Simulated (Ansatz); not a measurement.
# 2H-WS2 bilayer (2H stacking) in a perpendicular field

What dipole does a perpendicular field induce in the 2H-WS2 bilayer (2H stacking), and does the gap follow? A positive field points along +c.

Program: Ansatz 0.2.0. Level of theory: plane-wave DFT, PBE-D3(BJ), Ansatz PAW. Results are calculated unless marked as measured.

**1. The structure**

The cell holds 6 atoms: 4 S and 2 W. Its edges and angles: a = 3.180 Å, b = 3.180 Å, c = 50.951 Å, α = 90.0°, β = 90.0°, γ = 120.0°. Regions: layer 1: 2H-WS2, 3 atoms (2 S and 1 W); layer 2: 2H-WS2, 3 atoms (2 S and 1 W). Vacuum lies along c.

**2. Relaxation**

The starting cell is a guess, so the in-plane lattice and the atoms are relaxed first, with the slab cut off from its images along the normal.

input.yaml reads:

```yaml
crystal:
  lattice:
    - [3.18, 0.0, 0.0]
    - [-1.59, 2.753960784, 0.0]
    - [0.0, 0.0, 50.9512404664]
  atoms:
    - { symbol: S, position: [0.3333333333, 0.6666666667, 0.4023454544] }
    - { symbol: W, position: [0.0, 0.0, 0.4364527716] }
    - { symbol: S, position: [0.3333333333, 0.6666666667, 0.4705600887] }
    - { symbol: S, position: [0.0, 0.0, 0.5294399113] }
    - { symbol: W, position: [0.3333333333, 0.6666666667, 0.5635472284] }
    - { symbol: S, position: [0.0, 0.0, 0.5976545456] }
  periodic: [true, true, false]
kpoints:
  mp_grid: { grid: [12, 12, 1] }
hamiltonian:
  xc: pbe
  dispersion: d3bj
scf:
  occupations: { method: fermi_dirac, width: 0.05 }
  convergence: { dr2_threshold: 1.0e-09 }
relax:
  f_tol: 0.004
  max_steps: 90
  cell: {}
output:
  write_potential: true
  write_density: true
  volumetric_format: npy
```

On the command line:

```console
$ ansatz run input.yaml --threads 2 --pin off --max-ram 3072MiB --backend cpu --events-out ev --progress --plain --runs-dir out
```

Numbers of over 12 decimals in the logs are rounded to 6 here.

The log of the run:

```text
Warning: relax.cell: scf.convergence.dr2_threshold = 1e-9 eV is looser than the 1.50734076334e-10 eV advised for a relaxation that steers and ends on the stress (1e-10 eV for each atom of the cell: 6, times the square of relax.cell.stress_2d_tol = 0.05 N/m over 20.0 Å (the atoms' height at the walk's start and 5 Å past either face), 2.506e-2 GPa, over a crystal's default 0.05). What an SCF threshold leaves in a stress goes as its square root, and in the free energy as the threshold itself, and one threshold admits the most on a small cell: [figures from the program's tests cut] Set scf.convergence.dr2_threshold to 1.50734076334e-10 eV or tighter. [rest of the remark cut]
Engine: ansatz 0.2.0, aarch64-unknown-linux-gnu
Pseudopotentials: kind: paw
Pseudopotential: S, paw, valence charge 6, recommended cutoff 420 eV (normal), S.paw.azcp
Pseudopotential: W, paw, valence charge 14, recommended cutoff 420 eV (normal), W.paw.azcp
Functional definition: PBE
  parameter kappa = 0.804
  parameter beta = 0.066725
  exchange = pbe_x(kappa = kappa, mu = beta*pi^2/3)
  correlation = pbe_c(beta = beta)
Crystal: 6 atoms, lattice volume = 446.210 Å³
Basis set: ecut = 420 eV, 8763 PW (Γ), exchange–correlation on 48×48×720 points (8 copies of the dense FFT grid, shifted against one another)
Bands: 32, of which v1, the nominal top of the filled ones, is band 26 counted from 1 (25 counted from 0)
Symmetry: 12 space group operations
Space group: P-3m1 (ITA 164), of the structure as read, at distance tolerance 7.6e-5 Å
k-points: 19 of 144
Non-local potential: S, projectors of the file, l = 0: 2, l = 1: 2, l = 2: 2
Non-local potential: W, projectors of the file, l = 0: 3, l = 1: 2, l = 2: 2, l = 3: 1
PAW form: soft (Blöchl's): semilocal exchange-correlation on the pseudo side does not see the compensation charge
PAW one-centre angular grid: S, 110 points (default); XC on 64 Gauss nodes
PAW one-centre angular grid: W, 590 points (default); XC on 64 Gauss nodes
Initial density: superposition of atomic densities (neutral atoms: chi_scale 0, normalization atom), corrected by the library's trained network
Initial wavefunctions: pseudopotential atomic-orbital guess
Functional: x = pbe(κ = 0.804, μ = 0.219515), c = pbe(β = 0.066725)
SCF iter   1: F=—  HF=-24383.987681 eV  |F-HF|=—  |Δ(HF+E_count)|=         —  Δρ=2.69e-3  dr2=7.74e-2  ethr=1.77e-3  ⟨swp⟩=12.7  Hψ=4375  notcnv=0
preconditioner: auto → Resta (q_TF=auto, 1.907 Å⁻¹)  ε∞=2.9  [insulator: Δε(μ)=1.178 eV  Ē_g=7.694 eV  σ=0.050 eV  W_gap=1.00  n_scr=30 (ndim 8)  ℏωp=10.5 eV  f_vac=0.730  D(μ)=0.00/eV (n_scr^D=0)  ε∞_Penn≈2.9  vacuum switching on, ρ_ref=4.3e-3 e/Å³]
SCF iter   2: F=—  HF=-24384.006769 eV  |F-HF|=—  |Δ(HF+E_count)|=   1.91e-2  Δρ=2.27e-3  dr2=1.68e-1  ethr=1.49e-4  ⟨swp⟩=4.4  Hψ=1566  notcnv=0  defer=17
SCF iter   3: F=—  HF=-24383.995881 eV  |F-HF|=—  |Δ(HF+E_count)|=   1.09e-2  Δρ=1.11e-3  dr2=4.33e-3  ethr=1.49e-4  ⟨swp⟩=3.2  Hψ=1042  notcnv=0  defer=15
SCF iter   4: F=—  HF=-24383.999141 eV  |F-HF|=—  |Δ(HF+E_count)|=   3.26e-3  Δρ=2.90e-4  dr2=1.04e-3  ethr=8.33e-6  ⟨swp⟩=3.4  Hψ=1348  notcnv=0  defer=15
SCF iter   5: F=—  HF=-24383.999054 eV  |F-HF|=—  |Δ(HF+E_count)|=   8.68e-5  Δρ=8.22e-5  dr2=8.24e-5  ethr=2.00e-6  ⟨swp⟩=2.8  Hψ=1007  notcnv=0  defer=15
SCF iter   6: F=—  HF=-24383.999021 eV  |F-HF|=—  |Δ(HF+E_count)|=   3.32e-5  Δρ=3.21e-5  dr2=4.69e-6  ethr=1.58e-7  ⟨swp⟩=3.3  Hψ=1295  notcnv=0  defer=15
SCF iter   7: F=—  HF=-24383.998888 eV  |F-HF|=—  |Δ(HF+E_count)|=   1.33e-4  Δρ=7.88e-6  dr2=5.25e-7  ethr=9.01e-9  ⟨swp⟩=3.3  Hψ=1379  notcnv=0  defer=15
SCF iter   8: F=—  HF=-24383.998888 eV  |F-HF|=—  |Δ(HF+E_count)|=   2.60e-7  Δρ=2.63e-6  dr2=5.75e-8  ethr=1.01e-9  ⟨swp⟩=3.0  Hψ=1177  notcnv=0  defer=15
SCF iter   9: F=—  HF=-24383.998888 eV  |F-HF|=—  |Δ(HF+E_count)|=   2.28e-9  Δρ=5.00e-7  dr2=1.18e-9  ethr=1.11e-10  ⟨swp⟩=3.6  Hψ=1361  notcnv=0  defer=15
SCF iter  10: F=-24383.998888 eV  HF=-24383.998888 eV  |F-HF|=1.03e-9  |Δ(HF+E_count)|=   4.61e-9  Δρ=1.14e-7  dr2=8.00e-11  ethr=1.92e-12  ⟨swp⟩=12.8  Hψ=5353  notcnv=0
SCF 1 converged in 10 iterations: F = -24383.998888 eV  dr2 = 8.00e-11
  greatest PAW one-centre occupation: 1.000 electrons in one spin orbital (limit 2), on the W atom at site 4 (counted from 0), in its partial waves of l = 0
relax step   1: F+E_penalty+E_count = -24383.99888805 eV  Δ(F+E_penalty+E_count) = +0.000e0 eV  max|allowed force component| = 2.684e0 eV/Å  Δτ_max = 0.0000 Å  P = -12.920 N/m  Ω = 446.210 Å³  fix = [c, alpha, beta]  reactions: c -0.000 N/m  (10 SCF iters, accepted)
Crystal: 6 atoms, lattice volume = 441.907 Å³
Basis set: ecut = 420 eV, 8535 PW (Γ), exchange–correlation on 48×48×720 points (8 copies of the dense FFT grid, shifted against one another)
Initial density: handed on by an earlier stage of this run
Initial wavefunctions: those handed on with the density
iter 1 solved again at ethr=9.41e-4 eV; its pass at ethr=3.10e-3 eV (dr2=4.90e-1 eV) is discarded
SCF iter   1: F=—  HF=-24385.044204 eV  |F-HF|=—  |Δ(HF+E_count)|=         —  Δρ=8.30e-3  dr2=5.20e-1  ethr=9.41e-4  ⟨swp⟩=2.0  Hψ=5375  notcnv=0
eigensolver tolerance schedule calibrated: the retry pair's looser diagonalisation under-reported the residual by θ = 0.06 (0.11/decade); ethr = c·dr2/N_el runs at the constant in force after the calibration composes with the one it found (an armed cap, an earlier calibration), c = 7.8e-2
preconditioner: auto → Resta (q_TF=auto, 1.910 Å⁻¹)  ε∞=2.6  [insulator: Δε(μ)=1.365 eV  Ē_g=8.405 eV  σ=0.050 eV  W_gap=1.00  n_scr=30 (ndim 8)  ℏωp=10.6 eV  f_vac=0.740  D(μ)=0.00/eV (n_scr^D=0)  ε∞_Penn≈2.6  vacuum switching on, ρ_ref=5.1e-3 e/Å³]
SCF iter   2: F=—  HF=-24384.975622 eV  |F-HF|=—  |Δ(HF+E_count)|=   6.86e-2  Δρ=4.49e-3  dr2=1.90e-1  ethr=7.78e-4  ⟨swp⟩=4.4  Hψ=1306  notcnv=0  defer=1
SCF iter   3: F=—  HF=-24384.943451 eV  |F-HF|=—  |Δ(HF+E_count)|=   3.22e-2  Δρ=2.36e-3  dr2=2.10e-2  ethr=2.85e-4  ⟨swp⟩=3.9  Hψ=1354  notcnv=0  defer=14
SCF iter   4: F=—  HF=-24384.940018 eV  |F-HF|=—  |Δ(HF+E_count)|=   3.43e-3  Δρ=5.20e-4  dr2=1.65e-3  ethr=3.15e-5  ⟨swp⟩=3.4  Hψ=1256  notcnv=0  defer=14
SCF iter   5: F=—  HF=-24384.940158 eV  |F-HF|=—  |Δ(HF+E_count)|=   1.40e-4  Δρ=2.48e-4  dr2=2.09e-3  ethr=2.47e-6  ⟨swp⟩=3.4  Hψ=1299  notcnv=0  defer=14
SCF iter   6: F=—  HF=-24384.939979 eV  |F-HF|=—  |Δ(HF+E_count)|=   1.79e-4  Δρ=8.59e-5  dr2=4.13e-5  ethr=2.47e-6  ⟨swp⟩=2.8  Hψ=894  notcnv=0  defer=13
SCF iter   7: F=—  HF=-24384.940085 eV  |F-HF|=—  |Δ(HF+E_count)|=   1.06e-4  Δρ=2.50e-5  dr2=4.62e-6  ethr=6.17e-8  ⟨swp⟩=3.5  Hψ=1447  notcnv=0  defer=13
[...]
SCF iter   4: F=—  HF=-24385.001495 eV  |F-HF|=—  |Δ(HF+E_count)|=   5.61e-3  Δρ=1.31e-3  dr2=1.43e-2  ethr=1.72e-4  ⟨swp⟩=2.7  Hψ=972  notcnv=0  defer=8
SCF iter   5: F=—  HF=-24385.000994 eV  |F-HF|=—  |Δ(HF+E_count)|=   5.01e-4  Δρ=4.64e-4  dr2=1.08e-3  ethr=2.75e-5  ⟨swp⟩=3.1  Hψ=1169  notcnv=0  defer=6
SCF iter   6: F=—  HF=-24385.002530 eV  |F-HF|=—  |Δ(HF+E_count)|=   1.54e-3  Δρ=8.62e-4  dr2=4.71e-3  ethr=2.07e-6  ⟨swp⟩=4.0  Hψ=1586  notcnv=0  defer=7
SCF iter   7: F=—  HF=-24385.000955 eV  |F-HF|=—  |Δ(HF+E_count)|=   1.57e-3  Δρ=1.03e-4  dr2=8.56e-5  ethr=2.07e-6  ⟨swp⟩=3.1  Hψ=1345  notcnv=0  defer=5
SCF iter   8: F=—  HF=-24385.000947 eV  |F-HF|=—  |Δ(HF+E_count)|=   8.21e-6  Δρ=7.11e-6  dr2=3.34e-7  ethr=1.65e-7  ⟨swp⟩=3.4  Hψ=1368  notcnv=0  defer=5
SCF iter   9: F=—  HF=-24385.000818 eV  |F-HF|=—  |Δ(HF+E_count)|=   1.29e-4  Δρ=2.21e-6  dr2=2.24e-8  ethr=6.42e-10  ⟨swp⟩=4.3  Hψ=1662  notcnv=0  defer=6
SCF iter  10: F=-24385.000818 eV  HF=-24385.000818 eV  |F-HF|=4.07e-10  |Δ(HF+E_count)|=   8.05e-9  Δρ=4.25e-7  dr2=7.69e-10  ethr=1.92e-12  ⟨swp⟩=12.7  Hψ=6715  notcnv=0
SCF 3 converged in 10 iterations: F = -24385.000818 eV  dr2 = 7.69e-10
relax step   3: F+E_penalty+E_count = -24385.00081796 eV  Δ(F+E_penalty+E_count) = -6.086e-2 eV  max|allowed force component| = 1.393e-1 eV/Å  Δτ_max = 0.1924 Å  P = -0.247 N/m  Ω = 438.797 Å³  energy of the carried Pulay correction = +2.705e-4 eV  fix = [c, alpha, beta]  reactions: c -0.000 N/m  (10 SCF iters, accepted)
[...]
relax step   4: F+E_penalty+E_count = -24384.99888364 eV  Δ(F+E_penalty+E_count) = +1.934e-3 eV  max|allowed force component| = 4.307e-2 eV/Å  Δτ_max = 0.1127 Å  P = +0.198 N/m  Ω = 439.620 Å³  energy of the carried Pulay correction = +2.403e-4 eV  fix = [c, alpha, beta]  (11 SCF iters, rejected (line search))
[...]
relax step   5: F+E_penalty+E_count = -24385.00423415 eV  Δ(F+E_penalty+E_count) = -3.416e-3 eV  max|allowed force component| = 6.980e-3 eV/Å  Δτ_max = 0.0371 Å  P = +0.042 N/m  Ω = 439.549 Å³  energy of the carried Pulay correction = +2.429e-4 eV  fix = [c, alpha, beta]  reactions: c +0.000 N/m  (11 SCF iters, accepted)
[...]
relax step   6: F+E_penalty+E_count = -24385.00431506 eV  Δ(F+E_penalty+E_count) = -8.091e-5 eV  max|allowed force component| = 1.231e-3 eV/Å  Δτ_max = 0.0104 Å  P = -0.000 N/m  Ω = 439.722 Å³  energy of the carried Pulay correction = +2.365e-4 eV  fix = [c, alpha, beta]  reactions: c -0.000 N/m  (9 SCF iters, accepted)
Initial wavefunctions: pseudopotential atomic-orbital guess (no wavefunctions were taken with the density)
iter 1 solved again at ethr=1.22e-7 eV; its pass at ethr=3.10e-3 eV (dr2=6.34e-5 eV) is discarded
SCF iter   1: F=—  HF=-24385.004258 eV  |F-HF|=—  |Δ(HF+E_count)|=         —  Δρ=1.20e-5  dr2=9.10e-8  ethr=1.22e-7  ⟨swp⟩=7.3  Hψ=8111  notcnv=0
preconditioner: auto → Resta (q_TF=auto, 1.911 Å⁻¹)  ε∞=2.6  [insulator: Δε(μ)=1.352 eV  Ē_g=8.428 eV  σ=0.050 eV  W_gap=1.00  n_scr=30 (ndim 8)  ℏωp=10.6 eV  f_vac=0.745  D(μ)=0.00/eV (n_scr^D=0)  ε∞_Penn≈2.6  vacuum switching on, ρ_ref=5.2e-3 e/Å³]
SCF iter   2: F=—  HF=-24385.004048 eV  |F-HF|=—  |Δ(HF+E_count)|=   2.10e-4  Δρ=6.10e-6  dr2=2.38e-8  ethr=1.75e-10  ⟨swp⟩=5.2  Hψ=2108  notcnv=0
SCF iter   3: F=—  HF=-24385.004048 eV  |F-HF|=—  |Δ(HF+E_count)|=   1.48e-8  Δρ=1.09e-6  dr2=1.73e-8  ethr=4.57e-11  ⟨swp⟩=3.0  Hψ=1272  notcnv=0
SCF iter   4: F=-24385.004048 eV  HF=-24385.004048 eV  |F-HF|=2.84e-10  |Δ(HF+E_count)|=   2.32e-9  Δρ=3.69e-7  dr2=6.33e-10  ethr=1.92e-12  ⟨swp⟩=16.3  Hψ=6719  notcnv=0
SCF 7 converged in 4 iterations: F = -24385.004048 eV  dr2 = 6.33e-10
relax step   7: F+E_penalty+E_count = -24385.00404823 eV  Δ(F+E_penalty+E_count) = +2.668e-4 eV  max|allowed force component| = 1.238e-3 eV/Å  Δτ_max = 0.0000 Å  P = +0.004 N/m  Ω = 439.722 Å³  fix = [c, alpha, beta]  reactions: c +0.000 N/m  stress off target by 4.06e-3 N/m on what of the cell is left free  SCF on the basis re-selected at this cell (its energy is not comparable with the rows above)  (4 SCF iters)
basis re-selected at this cell: Δ(F+E_penalty+E_count) = +2.668e-4 eV, ΔP = +0.004 N/m vs the last step (what re-selecting the basis moved, of the pressure what is left beyond the Pulay correction that the steps carried, after the strain that the cell walked since its last selection, with what the two solves' SCF thresholds leave and, on support functions, any second-order correction that the steps lacked; it is no m [...]
WARN: The output density's exchange-correlation potential varies sharply where the density is thin. Do not read a vacuum level from v_tot or v_xc, or from such a field of the output density. On a cell that repeats whose density bears no net charge and no dipole along the vacuum's axis use v_es (v_loc + v_h of the components); under efield.dipole_correction with no amplitude use v_es + v_field, which holds any externa [...]
SCF converged after 4 iterations
Free energy (F): -24385.004048 eV
Harris-Foulkes:  -24385.004048 eV  (|F-HF|=2.84e-10)
Internal energy: -24385.004048 eV  (E = F + TS)
E sigma→0 (E₀):  -24385.004048 eV
Entropy (-TS):   -0.000000 eV (-0.000 meV/atom)
Fermi energy:    -4.633430 eV
--- Per-component energies (eV) ---
  E_band       = -1244.906796
  E_kinetic    = 1333.567928
  E_local      = -257659.490567  (includes V_loc(G=0)·N_el)
  E_nonlocal   = 114.698963
  E_hartree    = 128033.573716
  E_xc         = -924.722791
  E_vxc        = -830.610975  (∫ρ·V_xc dr)
  E_paw        = -19526.293223  (= ΣΔE_a)
  E_vpaw       = -270.222205  (= ΣTr[D̂ρ^β])
  E_aug_tail   = -0.000124  (compensation charges beyond the density's cutoff)
  E_ewald      = 124245.878995
  E_disp       = -2.216944  (pairwise vdW)
  E_smearing   = -0.000000  (= −TS)
  E_closure    = -0.000000  (closes the sum)
  Σ components = -24385.004048   (vs F -24385.004048, Δ=0.00e0)
--- Forces (eV/Å), atoms counted from 1 ---
  atom   1  S      0.00000000     0.00000000     0.00076411
  atom   2  W      0.00000000    -0.00000000    -0.00123775
  atom   3  S      0.00000000     0.00000000    -0.00086371
  atom   4  S     -0.00000000     0.00000000     0.00086371
  atom   5  W      0.00000000     0.00000000     0.00123775
  atom   6  S      0.00000000    -0.00000000    -0.00076411
  max |Σ_I F_I| component: 2.31e-18 eV/Å
--- 2D stress c σ (N/m, compression-positive) ---
        0.004058      -0.000000       0.000000
        0.000000       0.004058       0.000000
        0.000000       0.000000       0.000000
  P = ½ c Tr σ = 0.0041 N/m
--- Band table (eV; the first three rows and the last of 19) ---
  k-point 0: bands = [... 22 lower, -7.2438, -7.2438, -6.0169, -5.2665, -2.7690, -2.7690, -2.7510, -2.7510, ... 2 higher]
  k-point 1: bands = [... 22 lower, -7.2023, -6.8949, -6.0353, -5.4341, -2.8997, -2.8674, -2.8543, -2.7982, ... 2 higher]
  k-point 2: bands = [... 22 lower, -7.2872, -6.8877, -6.1928, -5.9503, -3.4203, -3.1255, -3.0249, -2.8826, ... 2 higher]
  k-point 18: bands = [... 22 lower, -8.0861, -8.0861, -5.7604, -5.6400, -3.7605, -3.7605, -2.7685, -2.0923, ... 2 higher]
  the weakly bound empty levels are not read free of the cell's end (no_gap_told)
--- Relaxed structure (6 steps of the walk, 5 accepted, 1 SCFs on fresh bases) ---
  F+E_penalty+E_count = -24385.00404823 eV   max|allowed force component| = 1.238e-3 eV/Å   (the final SCF, on the basis selected at the relaxed cell)
  cell:  # Å, volume = 439.7218 Å³
    - [3.156794, 0, 0]
    - [-1.578397, 2.733864, 0]
    - [0, 0, 50.9512404664]
  atoms:
    - { symbol: S, position: [0.333333, 0.666667, 0.409380] }
    - { symbol: W, position: [1.1546294872827194e-17, -5.0885221963063406e-17, 0.440322] }
    - { symbol: S, position: [0.333333, 0.666667, 0.471227] }
    - { symbol: S, position: [8.856707979520301e-18, -5.0885221963063393e-17, 0.528773] }
    - { symbol: W, position: [0.333333, 0.666667, 0.559678] }
    - { symbol: S, position: [5.080489833569955e-18, -5.0885221963063393e-17, 0.590620] }
```

Elapsed: 3.3 min, on 2 threads of Arm Neoverse N1, shared host; peak memory 0.75 GiB; 6.6 min of CPU time.

Relaxation path:

```csv
step,energy less that of the first step (eV),largest force component (eV/Å),volume (Å³)
1,0.0000,2.6840,446.21
2,-0.9411,0.6414,441.91
3,-1.0019,0.1393,438.80
4,-1.0000,0.0431,439.62
5,-1.0053,0.0070,439.55
6,-1.0054,0.0012,439.72
7*,-1.0052,0.0012,439.72
```

Relaxation steps marked * repeat the geometry before them on a plane-wave basis chosen anew for their cell, so energy and pressure can jump there. Relaxation step 4 was tried and not accepted.

The run keeps the 12 symmetry operations that it works with, so distortions that break them were not tested.

```csv
cell as run,before,after,change
a (Å),3.180,3.157,-0.7 %
b (Å),3.180,3.157,-0.7 %
```

The atoms that moved most (Å, along periodic axes as changes of fractional coordinates times the final cell, across vacuum about the mean position):

```csv
atom,dx,dy,dz,length
S6,0.000,0.000,-0.358,0.358
S1,0.000,0.000,0.358,0.358
W2,0.000,0.000,0.197,0.197
W5,0.000,0.000,-0.197,0.197
S4,0.000,0.000,-0.034,0.034
S3,0.000,0.000,0.034,0.034
```

Final coordinates:

```cif
data_structure
_symmetry_space_group_name_H-M 'P 1'
_symmetry_Int_Tables_number 1
_cell_length_a 3.1568
_cell_length_b 3.1568
_cell_length_c 50.9512
_cell_angle_alpha 90.000
_cell_angle_beta 90.000
_cell_angle_gamma 120.000
_cell_volume 439.72
loop_
_atom_site_label
_atom_site_type_symbol
_atom_site_fract_x
_atom_site_fract_y
_atom_site_fract_z
_atom_site_occupancy
S1 S 0.33333 0.66667 0.40938 1
W2 W 0.00000 0.00000 0.44032 1
S3 S 0.33333 0.66667 0.47123 1
S4 S 0.00000 0.00000 0.52877 1
W5 W 0.33333 0.66667 0.55968 1
S6 S 0.00000 0.00000 0.59062 1
```

The lattice constant a goes from 3.180 to 3.157 Å.

[end of part 1 of 2]

[Logs are printed without paths, hosts, clocks, repeated set-up lines and the standing remarks that a program may print on its own settings, such as how far it seeks lower states.]

[Hosts, paths, dates, database ids (printed as entryN), source tags and the programs' standing remarks are cut or masked in the printed files.]

[Maps of the electrostatic potential energy from Ansatz leave out the sawtooth potential of an applied field or a dipole correction, so their vacuum need not be flat; planar profiles and work functions include it.]
